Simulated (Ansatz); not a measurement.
# AlN (P6_3mc): the host for defect calculations, part 2 of 3

Aim: the runs on the perfect crystal AlN (P6_3mc) that a defect calculation needs first.

Ansatz 0.2.0; plane-wave PAW DFT, PBEsol; relaxation of the host's cell and atoms; PAW set soft_1 (the session's first sound run).

So far. Step 3 (Dielectric tensors of the host): The principal values of the electronic dielectric tensor are 4.50, 4.50 and 4.73. The principal values of the static dielectric tensor are 8.20, 8.20 and 9.74.

## 4. Defect free supercell relaxed in its symmetry

This cell, the one that will hold the defects, is built from the relaxed host. Its coarser k-points can move the atoms a little, so it is relaxed from the symmetric sites, as the reference for the test of stability.

This step: plane-wave PAW DFT, PBEsol; relaxation of the defect-free supercell in its symmetry; PAW set soft_1 (Ansatz 0.2.0).

System of this step: AlN (P6_3mc). The cell holds 128 atoms: 64 Al and 64 N. Cell: a = 14.686 Å, b = 14.686 Å, c = 11.753 Å, α = 125.1°, β = 125.1°, γ = 94.5°.

Input file pristine.symmetric/input.yaml:

```yaml
crystal:
  lattice:
    - [-9.3408221251, 5.3929260535, 9.9673535922]
    - [9.3408221251, -5.3929260535, 9.9673535922]
    - [3.1136073087, 5.3929261684, -9.9673535922]
  atoms:
    - { symbol: Al, position: [0.2080918742, 0.0414252076, 0.0] }
    - { symbol: Al, position: [0.2080918742, 0.2914252076, 0.25] }
    - { symbol: Al, position: [0.4580918742, 0.0414252076, 0.25] }
    - { symbol: Al, position: [0.4580918742, 0.2914252076, 0.0] }
    - { symbol: Al, position: [0.1664252076, 0.0830918742, 0.25] }
    - { symbol: Al, position: [0.1664252076, 0.3330918742, 0.0] }
    - { symbol: Al, position: [0.4164252076, 0.0830918742, 0.0] }
    - { symbol: Al, position: [0.4164252076, 0.3330918742, 0.25] }
    - { symbol: "N", position: [0.0535747924, 0.1369081258, 0.25] }
    - { symbol: "N", position: [0.0535747924, 0.3869081258, 0.0] }
    - { symbol: "N", position: [0.3035747924, 0.1369081258, 0.0] }
    - { symbol: "N", position: [0.3035747924, 0.3869081258, 0.25] }
    - { symbol: "N", position: [0.0119081258, 0.1785747924, 0.0] }
    - { symbol: "N", position: [0.0119081258, 0.4285747924, 0.25] }
    - { symbol: "N", position: [0.2619081258, 0.1785747924, 0.25] }
    - { symbol: "N", position: [0.2619081258, 0.4285747924, 0.0] }
    - { symbol: Al, position: [0.2080918742, 0.0414252076, 0.5] }
    - { symbol: Al, position: [0.2080918742, 0.2914252076, 0.75] }
    - { symbol: Al, position: [0.4580918742, 0.0414252076, 0.75] }
    - { symbol: Al, position: [0.4580918742, 0.2914252076, 0.5] }
    - { symbol: Al, position: [0.1664252076, 0.0830918742, 0.75] }
    - { symbol: Al, position: [0.1664252076, 0.3330918742, 0.5] }
    - { symbol: Al, position: [0.4164252076, 0.0830918742, 0.5] }
    - { symbol: Al, position: [0.4164252076, 0.3330918742, 0.75] }
    - { symbol: "N", position: [0.0535747924, 0.1369081258, 0.75] }
    - { symbol: "N", position: [0.0535747924, 0.3869081258, 0.5] }
    - { symbol: "N", position: [0.3035747924, 0.1369081258, 0.5] }
    - { symbol: "N", position: [0.3035747924, 0.3869081258, 0.75] }
    - { symbol: "N", position: [0.0119081258, 0.1785747924, 0.5] }
    - { symbol: "N", position: [0.0119081258, 0.4285747924, 0.75] }
    - { symbol: "N", position: [0.2619081258, 0.1785747924, 0.75] }
    - { symbol: "N", position: [0.2619081258, 0.4285747924, 0.5] }
    - { symbol: Al, position: [0.2080918742, 0.5414252076, 0.0] }
    - { symbol: Al, position: [0.2080918742, 0.7914252076, 0.25] }
    - { symbol: Al, position: [0.4580918742, 0.5414252076, 0.25] }
    - { symbol: Al, position: [0.4580918742, 0.7914252076, 0.0] }
    - { symbol: Al, position: [0.1664252076, 0.5830918742, 0.25] }
    - { symbol: Al, position: [0.1664252076, 0.8330918742, 0.0] }
    - { symbol: Al, position: [0.4164252076, 0.5830918742, 0.0] }
    - { symbol: Al, position: [0.4164252076, 0.8330918742, 0.25] }
    - { symbol: "N", position: [0.0535747924, 0.6369081258, 0.25] }
    - { symbol: "N", position: [0.0535747924, 0.8869081258, 0.0] }
    - { symbol: "N", position: [0.3035747924, 0.6369081258, 0.0] }
    - { symbol: "N", position: [0.3035747924, 0.8869081258, 0.25] }
    - { symbol: "N", position: [0.0119081258, 0.6785747924, 0.0] }
    - { symbol: "N", position: [0.0119081258, 0.9285747924, 0.25] }
    - { symbol: "N", position: [0.2619081258, 0.6785747924, 0.25] }
    - { symbol: "N", position: [0.2619081258, 0.9285747924, 0.0] }
    - { symbol: Al, position: [0.2080918742, 0.5414252076, 0.5] }
    - { symbol: Al, position: [0.2080918742, 0.7914252076, 0.75] }
    - { symbol: Al, position: [0.4580918742, 0.5414252076, 0.75] }
    - { symbol: Al, position: [0.4580918742, 0.7914252076, 0.5] }
    - { symbol: Al, position: [0.1664252076, 0.5830918742, 0.75] }
    - { symbol: Al, position: [0.1664252076, 0.8330918742, 0.5] }
    - { symbol: Al, position: [0.4164252076, 0.5830918742, 0.5] }
    - { symbol: Al, position: [0.4164252076, 0.8330918742, 0.75] }
    - { symbol: "N", position: [0.0535747924, 0.6369081258, 0.75] }
    - { symbol: "N", position: [0.0535747924, 0.8869081258, 0.5] }
    - { symbol: "N", position: [0.3035747924, 0.6369081258, 0.5] }
    - { symbol: "N", position: [0.3035747924, 0.8869081258, 0.75] }
    - { symbol: "N", position: [0.0119081258, 0.6785747924, 0.5] }
    - { symbol: "N", position: [0.0119081258, 0.9285747924, 0.75] }
    - { symbol: "N", position: [0.2619081258, 0.6785747924, 0.75] }
    - { symbol: "N", position: [0.2619081258, 0.9285747924, 0.5] }
    - { symbol: Al, position: [0.7080918742, 0.0414252076, 0.0] }
    - { symbol: Al, position: [0.7080918742, 0.2914252076, 0.25] }
    - { symbol: Al, position: [0.9580918742, 0.0414252076, 0.25] }
    - { symbol: Al, position: [0.9580918742, 0.2914252076, 0.0] }
    - { symbol: Al, position: [0.6664252076, 0.0830918742, 0.25] }
    - { symbol: Al, position: [0.6664252076, 0.3330918742, 0.0] }
    - { symbol: Al, position: [0.9164252076, 0.0830918742, 0.0] }
    - { symbol: Al, position: [0.9164252076, 0.3330918742, 0.25] }
    - { symbol: "N", position: [0.5535747924, 0.1369081258, 0.25] }
    - { symbol: "N", position: [0.5535747924, 0.3869081258, 0.0] }
    - { symbol: "N", position: [0.8035747924, 0.1369081258, 0.0] }
    - { symbol: "N", position: [0.8035747924, 0.3869081258, 0.25] }
    - { symbol: "N", position: [0.5119081258, 0.1785747924, 0.0] }
    - { symbol: "N", position: [0.5119081258, 0.4285747924, 0.25] }
    - { symbol: "N", position: [0.7619081258, 0.1785747924, 0.25] }
    - { symbol: "N", position: [0.7619081258, 0.4285747924, 0.0] }
    - { symbol: Al, position: [0.7080918742, 0.0414252076, 0.5] }
    - { symbol: Al, position: [0.7080918742, 0.2914252076, 0.75] }
    - { symbol: Al, position: [0.9580918742, 0.0414252076, 0.75] }
    - { symbol: Al, position: [0.9580918742, 0.2914252076, 0.5] }
    - { symbol: Al, position: [0.6664252076, 0.0830918742, 0.75] }
    - { symbol: Al, position: [0.6664252076, 0.3330918742, 0.5] }
    - { symbol: Al, position: [0.9164252076, 0.0830918742, 0.5] }
    - { symbol: Al, position: [0.9164252076, 0.3330918742, 0.75] }
    - { symbol: "N", position: [0.5535747924, 0.1369081258, 0.75] }
    - { symbol: "N", position: [0.5535747924, 0.3869081258, 0.5] }
    - { symbol: "N", position: [0.8035747924, 0.1369081258, 0.5] }
    - { symbol: "N", position: [0.8035747924, 0.3869081258, 0.75] }
    - { symbol: "N", position: [0.5119081258, 0.1785747924, 0.5] }
    - { symbol: "N", position: [0.5119081258, 0.4285747924, 0.75] }
    - { symbol: "N", position: [0.7619081258, 0.1785747924, 0.75] }
    - { symbol: "N", position: [0.7619081258, 0.4285747924, 0.5] }
    - { symbol: Al, position: [0.7080918742, 0.5414252076, 0.0] }
    - { symbol: Al, position: [0.7080918742, 0.7914252076, 0.25] }
    - { symbol: Al, position: [0.9580918742, 0.5414252076, 0.25] }
    - { symbol: Al, position: [0.9580918742, 0.7914252076, 0.0] }
    - { symbol: Al, position: [0.6664252076, 0.5830918742, 0.25] }
    - { symbol: Al, position: [0.6664252076, 0.8330918742, 0.0] }
    - { symbol: Al, position: [0.9164252076, 0.5830918742, 0.0] }
    - { symbol: Al, position: [0.9164252076, 0.8330918742, 0.25] }
    - { symbol: "N", position: [0.5535747924, 0.6369081258, 0.25] }
    - { symbol: "N", position: [0.5535747924, 0.8869081258, 0.0] }
    - { symbol: "N", position: [0.8035747924, 0.6369081258, 0.0] }
    - { symbol: "N", position: [0.8035747924, 0.8869081258, 0.25] }
    - { symbol: "N", position: [0.5119081258, 0.6785747924, 0.0] }
    - { symbol: "N", position: [0.5119081258, 0.9285747924, 0.25] }
    - { symbol: "N", position: [0.7619081258, 0.6785747924, 0.25] }
    - { symbol: "N", position: [0.7619081258, 0.9285747924, 0.0] }
    - { symbol: Al, position: [0.7080918742, 0.5414252076, 0.5] }
    - { symbol: Al, position: [0.7080918742, 0.7914252076, 0.75] }
    - { symbol: Al, position: [0.9580918742, 0.5414252076, 0.75] }
    - { symbol: Al, position: [0.9580918742, 0.7914252076, 0.5] }
    - { symbol: Al, position: [0.6664252076, 0.5830918742, 0.75] }
    - { symbol: Al, position: [0.6664252076, 0.8330918742, 0.5] }
    - { symbol: Al, position: [0.9164252076, 0.5830918742, 0.5] }
    - { symbol: Al, position: [0.9164252076, 0.8330918742, 0.75] }
    - { symbol: "N", position: [0.5535747924, 0.6369081258, 0.75] }
    - { symbol: "N", position: [0.5535747924, 0.8869081258, 0.5] }
    - { symbol: "N", position: [0.8035747924, 0.6369081258, 0.5] }
    - { symbol: "N", position: [0.8035747924, 0.8869081258, 0.75] }
    - { symbol: "N", position: [0.5119081258, 0.6785747924, 0.5] }
    - { symbol: "N", position: [0.5119081258, 0.9285747924, 0.75] }
    - { symbol: "N", position: [0.7619081258, 0.6785747924, 0.75] }
    - { symbol: "N", position: [0.7619081258, 0.9285747924, 0.5] }
basis:
  ecutwfc: 420
  xc_grid: 2
hamiltonian:
  xc: pbesol
  pseudopotentials: { kind: paw, azcp: { folder: soft_1 }, xc_functional: pbe }
kpoints:
  mp_grid: { grid: [1, 1, 1] }
scf:
  occupations: { method: fermi_dirac, width: 0.01 }
  max_iter: 100
  lower_state_search: "off"
output:
  forces: true
relax:
  f_tol: 0.015
  max_steps: 60
  escape_saddle: false
checkpoint:
  write: "../pristine.symmetric.run"
  compress: false
  write_wavefunctions: false
  write_every: 100000
```

On the command line:

```sh
$ ansatz run input.yaml --threads 32 --pin off --max-ram 84787MiB --backend cuda --events-out ev --progress --plain --runs-dir out --max-vram 78GiB
```

Numbers of over 12 decimals in the logs are rounded to 6 here.

The program printed:

```text
[...]
device memory: the entry about to start is reckoned to put 3.9 GiB on a device that reports 177.1 GiB free (of which the cap on the GPU budget leaves the run 78.0 GiB)
GPU FFT provider: cuFFT
GPU libraries: cuBLAS 13.8.1, cuFFT 12.4.0, cuSOLVER 12.3.2
GPU matrix products: emulated (plane waves: as basis.precision tells), large ones in fixed point in workspaces of 1.00 GiB
Crystal: 128 atoms, lattice volume = 1338.931 Å³
Basis set: ecut = 420 eV, 26161 PW (Γ), exchange–correlation on 200×200×160 points (8 copies of the dense FFT grid, shifted against one another)
Bands: 384, of which v1, the nominal top of the filled ones, is band 256 counted from 1 (255 counted from 0)
Symmetry: 128 space group operations
[...]
k-points: 1
[...]
GPU buffer pool allocated for 800000 grid points (all kernels)
GPU transforms: local potential and band sums: pruned to the plane-wave sphere, on 100×100×80
[...]
SCF iter   1: F=—  HF=-58067.939408 eV  |Δ(HF+E_count)|=         —  Δρ=1.31e-1  dr2=2.81e2  Hψ=1704
[...]
SCF iter   7: F=-57980.541176 eV  HF=-57980.541176 eV  |Δ(HF+E_count)|=   7.77e-6  Δρ=4.87e-6  dr2=2.40e-7  Hψ=900
SCF 1 converged in 7 iterations: F = -57980.541176 eV  dr2 = 2.40e-7
[...]
relax step   1: F+E_penalty+E_count = -57980.54117604 eV  Δ(F+E_penalty+E_count) = +0.000e0 eV  max|allowed force component| = 1.549e-2 eV/Å  Δτ_max = 0.0000 Å  (7 SCF iters, dr2 threshold 5.63e-6 eV, accepted)
[...]
SCF iter   6: F=-57980.542222 eV  HF=-57980.542222 eV  |Δ(HF+E_count)|=  6.40e-10  Δρ=5.66e-8  dr2=3.00e-11  Hψ=651
SCF 2 converged in 6 iterations: F = -57980.542222 eV  dr2 = 3.00e-11
relax step   2: F+E_penalty+E_count = -57980.54222247 eV  Δ(F+E_penalty+E_count) = -1.046e-3 eV  max|allowed force component| = 1.057e-2 eV/Å  Δτ_max = 0.0013 Å  (6 SCF iters, accepted)
SCF converged after 6 iterations
Free energy (F): -57980.542222 eV
[...]
Internal energy: -57980.542222 eV  (E = F + TS)
E sigma→0 (E₀):  -57980.542222 eV
Fermi energy:    9.092940 eV
[...]
--- Forces (eV/Å), atoms counted from 1 ---
  atom   1  Al    -0.00464506     0.00268183    -0.01056901
  atom   2  Al    -0.00464506     0.00268183    -0.01056901
  atom   3  Al    -0.00464506     0.00268183    -0.01056901
  atom   4  Al    -0.00464506     0.00268183    -0.01056901
  atom   5  Al     0.00464506    -0.00268183    -0.01056901
  atom   6  Al     0.00464506    -0.00268183    -0.01056901
  [... 122 more lines of this table ...]
  max |Σ_I F_I| component: 2.20e-6 eV/Å
--- Relaxed structure (2 steps of the walk, 2 accepted, 0 SCFs on fresh bases) ---
  F+E_penalty+E_count = -57980.54222247 eV   max|allowed force component| = 1.057e-2 eV/Å
  atoms:
    - { symbol: Al, position: [0.208036, 0.041466, -2.7755575615628914e-17] }
    - { symbol: Al, position: [0.208036, 0.291466, 0.250000] }
    - { symbol: Al, position: [0.458036, 0.041466, 0.250000] }
    - { symbol: Al, position: [0.458036, 0.291466, -6.938893903907228e-17] }
    - { symbol: Al, position: [0.166466, 0.083036, 0.250000] }
    - { symbol: Al, position: [0.166466, 0.333036, 2.7755575615628914e-17] }
  [... 122 more lines of this table ...]
```

The job ended after 2.1 s (1 × NVIDIA GB200 with 32 threads of Arm Neoverse V2, shared host; peak memory 1.2 GiB).

Hardly anything moved in the relaxation; the energy changed by under 0.2 meV an atom.

## 5. Defect free supercell relaxed from displaced atoms

This step: plane-wave PAW DFT, PBEsol; relaxation of the defect-free supercell from random displacements, a test of the host's stability; PAW set soft_1 (Ansatz 0.2.0).

pristine.rattled/input.yaml, as its differences from pristine.symmetric/input.yaml of step 4:

```diff
@@ -150,6 +150,6 @@
   f_tol: 0.015
-  max_steps: 60
-  escape_saddle: false
+  max_steps: 120
+  random_displacement: { amplitude: 0.06, seed: 3047 }
 checkpoint:
-  write: "../pristine.symmetric.run"
+  write: "../pristine.rattled.run"
   compress: false
```

The program printed:

```text
[...]
Crystal: 128 atoms, lattice volume = 1338.931 Å³
Basis set: ecut = 420 eV, 26161 PW (Γ), exchange–correlation on 200×200×160 points (8 copies of the dense FFT grid, shifted against one another)
Bands: 384, of which v1, the nominal top of the filled ones, is band 256 counted from 1 (255 counted from 0)
Symmetry: 1 space group operations
k-points: 1
[...]
SCF iter   1: F=—  HF=-58064.480568 eV  |Δ(HF+E_count)|=         —  Δρ=1.32e-1  dr2=2.86e2  Hψ=1656
[...]
SCF iter   2: F=—  HF=-57980.100638 eV  |Δ(HF+E_count)|=    8.44e1  Δρ=4.54e-2  dr2=1.57e1  Hψ=879
[...]
SCF iter   7: F=-57975.451383 eV  HF=-57975.451383 eV  |Δ(HF+E_count)|=   5.44e-7  Δρ=1.37e-5  dr2=2.34e-6  Hψ=1152
SCF 1 converged in 7 iterations: F = -57975.451383 eV  dr2 = 2.34e-6
[...]
relax step   1: F+E_penalty+E_count = -57975.45138274 eV  Δ(F+E_penalty+E_count) = +0.000e0 eV  max|allowed force component| = 1.976e0 eV/Å  Δτ_max = 0.0000 Å  (7 SCF iters, dr2 threshold 5.63e-6 eV, accepted)
[...]
relax step   2: F+E_penalty+E_count = -57978.76894475 eV  Δ(F+E_penalty+E_count) = -3.318e0 eV  max|allowed force component| = 1.270e0 eV/Å  Δτ_max = 0.0509 Å  (6 SCF iters, dr2 threshold 1.00e-4 eV, accepted)
relax step   3: F+E_penalty+E_count = -57980.54196862 eV  Δ(F+E_penalty+E_count) = -1.773e0 eV  max|allowed force component| = 1.952e-2 eV/Å  Δτ_max = 0.0518 Å  (6 SCF iters, dr2 threshold 1.00e-4 eV, accepted)
relax step   4: F+E_penalty+E_count = -57980.54197326 eV  Δ(F+E_penalty+E_count) = -4.643e-6 eV  max|allowed force component| = 1.960e-2 eV/Å  Δτ_max = 0.0000 Å  (4 SCF iters, accepted)
relax step   5: F+E_penalty+E_count = -57980.54185694 eV  Δ(F+E_penalty+E_count) = +1.163e-4 eV  max|allowed force component| = 2.211e-2 eV/Å  Δτ_max = 0.0029 Å  (5 SCF iters, rejected (line search))
[...]
SCF iter   1: F=—  HF=-57980.543387 eV  |Δ(HF+E_count)|=         —  Δρ=2.82e-4  dr2=1.20e-3  Hψ=714
[...]
SCF iter   5: F=-57980.542570 eV  HF=-57980.542570 eV  |Δ(HF+E_count)|=   4.12e-8  Δρ=2.71e-6  dr2=7.82e-8  Hψ=907
SCF 6 converged in 5 iterations: F = -57980.542570 eV  dr2 = 7.82e-8
[...]
relax step   6: F+E_penalty+E_count = -57980.54257016 eV  Δ(F+E_penalty+E_count) = -5.969e-4 eV  max|allowed force component| = 6.105e-3 eV/Å  Δτ_max = 0.0014 Å  (5 SCF iters, accepted)
SCF converged after 5 iterations
Free energy (F): -57980.542570 eV
[...]
Internal energy: -57980.542570 eV  (E = F + TS)
E sigma→0 (E₀):  -57980.542570 eV
Fermi energy:    9.094454 eV
[...]
--- Forces (eV/Å), atoms counted from 1 ---
  atom   1  Al    -0.00161196    -0.00199695    -0.00203090
  atom   2  Al     0.00205856    -0.00247741     0.00037591
  atom   3  Al     0.00205864    -0.00225334    -0.00059604
  atom   4  Al     0.00124843    -0.00098238    -0.00394688
  atom   5  Al    -0.00076526     0.00179264     0.00175663
  atom   6  Al    -0.00133078    -0.00054457     0.00212480
  [... 122 more lines of this table ...]
  max |Σ_I F_I| component: 1.95e-5 eV/Å
--- Relaxed structure (6 steps of the walk, 5 accepted, 0 SCFs on fresh bases) ---
  F+E_penalty+E_count = -57980.54257016 eV   max|allowed force component| = 6.105e-3 eV/Å
  atoms:
    - { symbol: Al, position: [0.207455, 0.040847, -0.000842] }
    - { symbol: Al, position: [0.207456, 0.290823, 0.249143] }
    - { symbol: Al, position: [0.457446, 0.040823, 0.249124] }
    - { symbol: Al, position: [0.457441, 0.290849, -0.000885] }
    - { symbol: Al, position: [0.165818, 0.082384, 0.249095] }
    - { symbol: Al, position: [0.165808, 0.332399, -0.000904] }
  [... 122 more lines of this table ...]
```

The job ended after 4.4 s (1 × NVIDIA GB200 with 32 threads; peak memory 1.1 GiB).

The steps of the relaxation:

```
step  energy less that of the first step (eV)  largest force component (eV/Å)
   1                                   0.0000                          1.9756
   2                                  -3.3176                          1.2701
   3                                  -5.0906                          0.0195
   4                                  -5.0906                          0.0196
   5                                  -5.0905                          0.0221
   6                                  -5.0912                          0.0061
```

Relaxation step 5 was tried and not accepted.

The relaxation ends 40 meV an atom lower than the displaced start, with a largest force component of 0.0061 eV/Å.

## 6. Host on a dense mesh

This step: plane-wave PAW DFT, PBEsol; single point of the defect-free host, a test of the k-point sampling; PAW set soft_1 (Ansatz 0.2.0).

System of this step: AlN (P6_3mc). It takes space group P6_3mc (No. 186, hexagonal). Conventional cell: a = 3.114 Å, b = 3.114 Å, c = 4.984 Å, α = 90.00°, β = 90.00°, γ = 120.00°. Nearest to Al lie 4 N at 1.89 to 1.90 Å. Nearest to N lie 4 Al at 1.89 to 1.90 Å. Farther neighbours and most contacts between anions are not listed.

Input file dense/input.yaml:

```yaml
crystal:
  lattice:
    - [3.1136073585, 2.87e-08, 0.0]
    - [-1.5568037041, 2.6964630555, 0.0]
    - [0.0, 0.0, 4.9836767961]
  atoms:
    - { symbol: Al, position: [0.6666666667, 0.3333333333, 0.4990341637] }
    - { symbol: Al, position: [0.3333333333, 0.6666666667, 0.9990341637] }
    - { symbol: "N", position: [0.6666666667, 0.3333333333, 0.8809658363] }
    - { symbol: "N", position: [0.3333333333, 0.6666666667, 0.3809658363] }
basis:
  ecutwfc: 420
  xc_grid: 2
hamiltonian:
  xc: pbesol
  pseudopotentials: { kind: paw, azcp: { folder: soft_1 }, xc_functional: pbe }
kpoints:
  mp_grid: { grid: [10, 10, 6] }
scf:
  occupations: { method: fermi_dirac, width: 0.01 }
  max_iter: 100
  lower_state_search: "off"
checkpoint:
  write: "../dense.run"
  compress: false
  write_wavefunctions: false
  write_every: 100000
```

The program printed:

```text
[...]
GPU FFT provider: cuFFT
GPU libraries: cuBLAS 13.8.1, cuFFT 12.4.0, cuSOLVER 12.3.2
[...]
Crystal: 4 atoms, lattice volume = 41.842 Å³
Basis set: ecut = 420 eV, 809 PW (Γ), exchange–correlation on 48×48×72 points (8 copies of the dense FFT grid, shifted against one another)
Bands: 12, of which v1, the nominal top of the filled ones, is band 8 counted from 1 (7 counted from 0)
Symmetry: 12 space group operations
[...]
k-points: 56 of 600 (time reversal used)
[...]
GPU buffer pool allocated for 20736 grid points (all kernels)
[...]
SCF iter   1: F=—  HF=-1814.635047 eV  |Δ(HF+E_count)|=         —  Δρ=1.30e-1  dr2=8.74e0  Hψ=4193
[...]
SCF iter   6: F=-1811.925428 eV  HF=-1811.925428 eV  |Δ(HF+E_count)|=   6.65e-8  Δρ=5.92e-6  dr2=1.40e-8  Hψ=1355
SCF 1 converged in 6 iterations: F = -1811.925428 eV  dr2 = 1.40e-8
[...]
SCF converged after 6 iterations
Free energy (F): -1811.925428 eV
[...]
Internal energy: -1811.925428 eV  (E = F + TS)
E sigma→0 (E₀):  -1811.925428 eV
Fermi energy:    9.081922 eV
[...]
```

Wall time 0.91 s (1 × NVIDIA GB200 with 32 threads); peak memory 0.84 GiB; 2.2 s of CPU time.

(Part 2 of 3 ends here.)

[Logs are printed without paths, hosts, clocks, repeated set-up lines and the standing remarks that a program may print on its own settings, such as how far it seeks lower states.]

[Hosts, paths, dates, database ids (printed as entryN), source tags and the programs' standing remarks are cut or masked in the printed files.]

[Runs of the host that timed out are not shown.]

[For some hosts the program warned that the k-mesh of the response run may be too coarse for force constants and the static dielectric constant; such warnings are not always shown.]
